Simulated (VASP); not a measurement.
## Interstitial F in a supercell of TiPt3

Aim: the formation energy and local structure of interstitial F in TiPt3. The start is a cell from a database of measured crystal structures.

Main program and level: VASP 6.6.1; PBEsol; plane waves and PAW (Pt, Ti), in the first sound run; inputs show where later runs differ.

The database entry behind the starting cell is an old determination (1943), so it need not match the best structure at ambient conditions.

## Step 1: The host crystal

Symmetry: Pm-3m, No. 221, cubic system. The conventional cell has a = 3.897 Å, b = 3.897 Å, c = 3.897 Å, α = 90.00°, β = 90.00°, γ = 90.00°. Pt has 8 Pt at 2.76 Å and 4 Ti at 2.76 Å nearest. Nearest to Ti lie 12 Pt at 2.76 Å. Farther neighbours are not listed.

Structure file:

```
Pt Ti
1.0
     3.89700    0.00000    0.00000
     0.00000    3.89700    0.00000
     0.00000    0.00000    3.89700
Pt Ti
3 1
Direct
  0.50000 0.50000 0.00000
  0.50000 0.00000 0.50000
  0.00000 0.50000 0.50000
  0.00000 0.00000 0.00000
```

## Step 2: The host at zero pressure

Cell and atoms are relaxed first, so that later runs start from this functional's own cell.

INCAR reads:

```
SYSTEM = TiPt3
PREC = Accurate
ENCUT = 400
EDIFF = 1E-06
NELM = 120
ISMEAR = 1
SIGMA = 0.15
LREAL = .FALSE.
ALGO = Normal
GGA = PS
NBANDS = 23
LASPH = .TRUE.
LORBIT = 11
LWAVE = .FALSE.
LCHARG = .FALSE.
KPAR = 4
IBRION = 2
NSW = 40
ISIF = 3
EDIFFG = -0.02
POTIM = 0.4
```

POSCAR reads:

```
TiPt3
1.0
    3.8970000000      0.0000000000      0.0000000000
    0.0000000000      3.8970000000      0.0000000000
    0.0000000000      0.0000000000      3.8970000000
Pt Ti
3 1
Direct
    0.5000000000      0.5000000000      0.0000000000
    0.5000000000      0.0000000000      0.5000000000
    0.0000000000      0.5000000000      0.5000000000
    0.0000000000      0.0000000000      0.0000000000
```

KPOINTS reads:

```
Automatic mesh
0
Gamma
6 6 6
0 0 0
```

The projector-augmented-wave data sets are Pt and Ti (PBE family, release 64).

Launch:

```bash
mpirun -np 4 vasp_std
```

What it wrote:

```text
[banner, memory and clock lines left out]
running    4 mpi-ranks, on    1 nodes
 distrk:  each k-point on    1 cores,    4 groups
 distr:  one band on    1 cores,    1 groups

 POSCAR found type information on POSCAR PtTi
 POSCAR found :  2 types and       4 ions
|                                                                             |
|               ----> ADVICE to this user running VASP <----                  |
|                                                                             |
|     You enforced a specific xc type in the INCAR file but a different       |
|     [... a line on the potential file left out ...]
|     I HOPE YOU KNOW WHAT YOU ARE DOING!                                     |
|                                                                             |

 LDA part: xc-table for (Slater+PW92), standard interpolation
 POSCAR, INCAR and KPOINTS ok, starting setup
 FFT: planning ... GRIDC
 FFT: planning ... GRID_SOFT
 FFT: planning ... GRID
 WAVECAR not read
 entering main loop
       N       E                     dE             d eps       ncg     rms          rms(c)
DAV:   1     0.181051040671E+03    0.18105E+03   -0.13768E+04   960   0.117E+03
DAV:   2    -0.243869013924E+02   -0.20544E+03   -0.18617E+03  1039   0.265E+02
DAV:   3    -0.358165454158E+02   -0.11430E+02   -0.10325E+02  1146   0.633E+01
DAV:   4    -0.360766387133E+02   -0.26009E+00   -0.25938E+00  1048   0.964E+00
DAV:   5    -0.360817677477E+02   -0.51290E-02   -0.51284E-02  1061   0.140E+00    0.254E+01
DAV:   6    -0.337539987724E+02    0.23278E+01   -0.96156E+00  1138   0.234E+01    0.115E+01
DAV:   7    -0.340163585300E+02   -0.26236E+00   -0.16250E+01  1277   0.341E+01    0.110E+01
DAV:   8    -0.328588168026E+02    0.11575E+01   -0.91272E-01  1144   0.857E+00    0.489E+00
DAV:   9    -0.328657729446E+02   -0.69561E-02   -0.22574E+00  1232   0.111E+01    0.511E+00
DAV:  10    -0.326247488902E+02    0.24102E+00   -0.10206E+00  1286   0.865E+00    0.536E-01
DAV:  11    -0.326290799595E+02   -0.43311E-02   -0.99749E-03  1096   0.627E-01    0.790E-01
DAV:  12    -0.326208379131E+02    0.82420E-02   -0.73696E-03  1215   0.824E-01    0.354E-01
DAV:  13    -0.326193019236E+02    0.15360E-02   -0.15981E-03  1256   0.357E-01    0.116E-01
DAV:  14    -0.326191500414E+02    0.15188E-03   -0.16679E-04  1314   0.111E-01    0.468E-02
DAV:  15    -0.326191355423E+02    0.14499E-04   -0.87147E-05  1269   0.858E-02    0.215E-02
DAV:  16    -0.326191308770E+02    0.46653E-05   -0.11030E-05  1168   0.313E-02    0.258E-03
DAV:  17    -0.326191308654E+02    0.11597E-07   -0.12438E-07   502   0.320E-03
   1 F= -.32619131E+02 E0= -.32621330E+02  d E =-.326191E+02
 curvature:   0.00 expect dE= 0.000E+00 dE for cont linesearch  0.000E+00
 trial: gam= 0.00000 g(F)=  0.000E+00 g(S)=  0.937E-03 ort = 0.000E+00 (trialstep = 0.100E+01)
 search vector abs. value=  0.937E-03
 bond charge predicted
       N       E                     dE             d eps       ncg     rms          rms(c)
DAV:   1    -0.326326709147E+02   -0.13540E-01   -0.17529E-01   928   0.325E+00    0.948E-01
DAV:   2    -0.326783850982E+02   -0.45714E-01   -0.26297E-01  1222   0.489E+00    0.183E+00
DAV:   3    -0.326194112943E+02    0.58974E-01   -0.10416E-01  1231   0.307E+00    0.296E-01
DAV:   4    -0.326189220321E+02    0.48926E-03   -0.34689E-03  1169   0.474E-01    0.115E-01
DAV:   5    -0.326188762353E+02    0.45797E-04   -0.13838E-03  1208   0.344E-01    0.133E-01
DAV:   6    -0.326187441039E+02    0.13213E-03   -0.27112E-04  1232   0.145E-01    0.108E-02
DAV:   7    -0.326187417616E+02    0.23423E-05   -0.14725E-05   935   0.262E-02    0.441E-03
DAV:   8    -0.326187416834E+02    0.78143E-07   -0.45378E-07   481   0.642E-03
   2 F= -.32618742E+02 E0= -.32620893E+02  d E =0.389182E-03
 trial-energy change:    0.000389  1 .order    0.000394   -0.000937    0.001725
 step:   0.3545(harm=  0.3520)  dis= 0.00000  next Energy=   -32.619297 (dE=-0.166E-03)
 bond charge predicted
       N       E                     dE             d eps       ncg     rms          rms(c)
DAV:   1    -0.326249321692E+02   -0.61904E-02   -0.72856E-02   928   0.210E+00    0.578E-01
DAV:   2    -0.326454682716E+02   -0.20536E-01   -0.11421E-01  1215   0.282E+00    0.152E+00
DAV:   3    -0.326195448471E+02    0.25923E-01   -0.66636E-02  1255   0.223E+00    0.113E-01
DAV:   4    -0.326193101017E+02    0.23475E-03   -0.70673E-04   976   0.198E-01    0.766E-02
DAV:   5    -0.326193082319E+02    0.18698E-05   -0.81143E-05  1048   0.643E-02    0.147E-02
DAV:   6    -0.326193069083E+02    0.13237E-05   -0.98610E-06   934   0.223E-02    0.311E-03
DAV:   7    -0.326193068526E+02    0.55676E-07   -0.14184E-07   460   0.313E-03
   3 F= -.32619307E+02 E0= -.32621488E+02  d E =-.175987E-03
 curvature:  -0.18 expect dE=-0.758E-08 dE for cont linesearch -0.758E-08
 trial: gam= 0.00000 g(F)=  0.194E-64 g(S)=  0.431E-07 ort =-0.635E-05 (trialstep = 0.871E+00)
 search vector abs. value=  0.432E-07
 reached required accuracy - stopping structural energy minimisation
```

Elapsed: 10 s, on 4 MPI ranks of Intel Xeon 6975P-C (Granite Rapids), shared host; peak memory 0.64 GiB.

Lines that name or quote the potential files are left out of all logs, and their timing lines are given in words.

OUTCAR, selected parts (step 2):

```text
ion  position               nearest neighbor table
   1  0.500  0.500  0.000-   2 2.76   3 2.76   4 2.76   2 2.76   3 2.76   2 2.76   4 2.76   2 2.76
                             3 2.76   4 2.76   3 2.76   4 2.76
   2  0.500  0.000  0.500-   1 2.76   3 2.76   4 2.76   1 2.76   4 2.76   1 2.76   3 2.76   1 2.76
                             3 2.76   4 2.76   4 2.76   3 2.76
   3  0.000  0.500  0.500-   1 2.76   2 2.76   4 2.76   1 2.76   4 2.76   2 2.76   4 2.76   4 2.76
                             1 2.76   2 2.76   1 2.76   2 2.76
   4  0.000  0.000  0.000-   1 2.76   2 2.76   3 2.76   2 2.76   3 2.76   1 2.76   3 2.76   3 2.76
                             1 2.76   2 2.76   2 2.76   1 2.76

  LATTYP: Found a simple cubic cell.
 ALAT       =     3.8970000000

 Subroutine GETGRP returns: Found 48 space group operations
 (whereof 48 operations were pure point group operations)

The static configuration has the point symmetry O_h .

 Found     20 irreducible k-points:

   k-points           NKPTS =     20   k-points in BZ     NKDIM =     20   number of bands    NBANDS=     23

   dimension x,y,z NGX =    28 NGY =   28 NGZ =   28
   dimension x,y,z NGXF=    56 NGYF=   56 NGZF=   56

   ENCUT  =  400.0 eV  29.40 Ry    5.42 a.u.   6.36  6.36  6.36*2*pi/ulx,y,z

   NELECT =      34.0000    total number of electrons

 k-points in reciprocal lattice and weights: Automatic mesh
   0.00000000  0.00000000  0.00000000       0.005
   0.16666667  0.00000000  0.00000000       0.028
   0.33333333  0.00000000  0.00000000       0.028
   0.50000000  0.00000000  0.00000000       0.014
   0.16666667  0.16666667  0.00000000       0.056
   0.33333333  0.16666667  0.00000000       0.111
   0.50000000  0.16666667  0.00000000       0.056
   0.33333333  0.33333333  0.00000000       0.056
   0.50000000  0.33333333  0.00000000       0.056
[...]
0.50000000  0.50000000  0.33333333       0.028
   0.50000000  0.50000000  0.50000000       0.005

 average (electrostatic) potential at core
       1 -64.3211       2 -64.3211       3 -64.3211       4 -20.7021

 E-fermi :  10.2155

 k-point     1 :       0.0000    0.0000    0.0000
  band No.  band energies     occupation
    ...
     12       8.4779      2.00000
     13       9.6487      2.00000
     14      10.2124      1.03504
     15      10.2124      1.03503
     16      10.2124      1.03503
     17      11.5016     -0.00000
     18      11.5016     -0.00000
     19      11.6804     -0.00000
     20      11.6804     -0.00000
     21      11.6804     -0.00000
    ...

 k-point     2 :       0.1667    0.0000    0.0000
  band No.  band energies     occupation
    ...
     13       8.9320      2.00000
     14       8.9320      2.00000
     15       9.3103      2.00000
     16      10.0619      2.05494
     17      10.2133      1.02518
     18      11.1521     -0.00000
     19      11.1521     -0.00000
     20      11.3363     -0.00000
     21      11.4114     -0.00000
     22      12.1277     -0.00000
    ...

 k-point     3 :       0.3333    0.0000    0.0000
  band No.  band energies     occupation
    ...
     13       7.5588      2.00000
     14       7.8283      2.00000
     15       8.2423      2.00000
     16       8.7606      2.00000
     17      10.2152      1.00415
     18      10.3383      0.01089
     19      10.3383      0.01089
     20      10.8505     -0.00000
     21      11.0233     -0.00000
     22      12.1131     -0.00000
    ...

  Total        0.0012196      0.0012196      0.0012196      0.0000000      0.0000000     -0.0000000
  in kB        0.0330767      0.0330767      0.0330767      0.0000000      0.0000000     -0.0000000
  external PRESSURE =       0.0330767 kB  Pullay stress =       0.0000000 kB

  energy-cutoff  :      400.00
  volume of cell :       59.07
      direct lattice vectors                 reciprocal lattice vectors
     3.894601194  0.000000000  0.000000000     0.256765700  0.000000000  0.000000000
    -0.000000000  3.894601194  0.000000000    -0.000000000  0.256765700  0.000000000
    -0.000000000 -0.000000000  3.894601194    -0.000000000 -0.000000000  0.256765700

 POSITION                                       TOTAL-FORCE (eV/Angst)
 -----------------------------------------------------------------------------------
      1.94730      1.94730      0.00000         0.000000      0.000000      0.000000
      1.94730     -0.00000      1.94730         0.000000     -0.000000      0.000000
     -0.00000      1.94730      1.94730        -0.000000     -0.000000      0.000000
      0.00000      0.00000      0.00000         0.000000      0.000000      0.000000
 -----------------------------------------------------------------------------------
    total drift:                                0.000000      0.000000      0.000000

  FREE ENERGIE OF THE ION-ELECTRON SYSTEM (eV)
  ---------------------------------------------------
  free  energy   TOTEN  =       -32.6193068526 eV

  energy  without entropy=      -32.6258492767  energy(sigma->0) =      -32.62148766

 reached required accuracy - stopping structural energy minimisation

 total charge
# of ion       s       p       d       tot
------------------------------------------
    1        0.696   0.685   8.055   9.437
    2        0.696   0.685   8.055   9.437
    3        0.696   0.685   8.055   9.437
    4        0.503   0.712   2.385   3.600
--------------------------------------------------
tot          2.592   2.768  26.550  31.910

[... 3 further parts left out ...]
```

The k-mesh is coarse for a metal. The PAW data sets were made with PBE, which is usual practice but a small mismatch for other functionals. The data set Ti keeps the semicore shell frozen, which is cheaper and a little less accurate. The run keeps the 48 symmetry operations of its start, so it cannot find a distortion of lower symmetry.

Little changed from the start: no atom moved by 0.005 Å and no cell edge by 0.1 %.

This step gave:

```
electronic cycles                               : 32
electrons                                       : 34
free energy (TOTEN)                             : -32.62 eV
energy at zero smearing                         : -32.62 eV
Fermi energy                                    : 10.22 eV
labelled metallic, from the levels on this mesh : yes
```

The run ended after 3 ionic steps, 0.000 eV below its first step, once forces and stress met EDIFFG = -0.02.

(Continued in part 2 of 6.)

[Lines on the potential files, build, host, timing and source positions are cut from VASP's logs without a mark.]

[Logs are printed without paths, hosts, clocks, repeated set-up lines and the standing remarks that a program may print on its own settings, such as how far it seeks lower states.]

[Hosts, paths, dates, database ids (printed as entryN), source tags and the programs' standing remarks are cut or masked in the printed files.]

[In band tables of VASP the shares of atoms and orbitals are scaled to a sum of 1 inside the atoms' spheres.]

[Runs that stopped without an error message from VASP are left out.]
